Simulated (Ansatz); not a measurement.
**Field gradients against strain in AgCl**

```yaml
crystal:
  lattice:
    - [3.43397, 0.00000, 0.00000]
    - [0.00000, 3.43397, 0.00000]
    - [0.00000, 0.00000, 3.43397]
  atoms:
    - { symbol: Ag, position: [0.00000, 0.00000, 0.00000] }
    - { symbol: Cl, position: [0.50000, 0.50000, 0.50000] }
```

Atoms are numbered in the order listed.

The conventional cell has a = 3.434 Å, b = 3.434 Å, c = 3.434 Å, α = 90.00°, β = 90.00°, γ = 90.00°. Ag (atom 1) is surrounded by 8 Cl at 2.97 Å. Around Cl (atom 2) lie 8 Ag at 2.97 Å.

Structure from Materials Project entry mp-726265 (possibly hypothetical), not relaxed further.

Level of theory: DFT, PBEsol, all-electron PAW with datasets made for the crystal, scalar-relativistic (Ansatz 0.2.0).

The runs use a Γ-centred 9×9×9 k mesh, Fermi–Dirac smearing of 0.01 eV, cutoff 260 eV (chosen by the program for this cell), no spin polarisation.

The strain is applied along the Cartesian axes of the cell as listed (the other components stay zero). Fractional coordinates are held (clamped ions).

The columns are Cartesian components of the electric field gradient at the nuclei, in 10²¹ V/m².

No spin–orbit coupling: at heavy atoms the gradients can be off by tens of per cent for that reason.

Only quantities that a quadratic follows smoothly over the whole series are listed; rougher ones are left out.

```csv
εzz,Vzz at Ag1,Vzz at Cl2
-0.0300,0.38,-1.48
-0.0200,0.25,-0.97
0.0000,0.00,0.00
0.0100,-0.12,0.47
0.0200,-0.24,0.92
0.0300,-0.36,1.36
```

Task: Fit the series and give the gradient–strain slopes.

Result: Least-squares fits y = p0 + p1 x + p2 x² to the rows give Vzz at Ag1: p1 = -12.3, p2 = 10; Vzz at Cl2: p1 = 47.3, p2 = -69. The slopes p1 are in 10²¹ V/m² per unit strain, for clamped ions.

Task: One run, at εzz = -0.0100, is withheld. Predict its row.

Result: The fits give 0.12, -0.48; the run gave 0.12, -0.48.
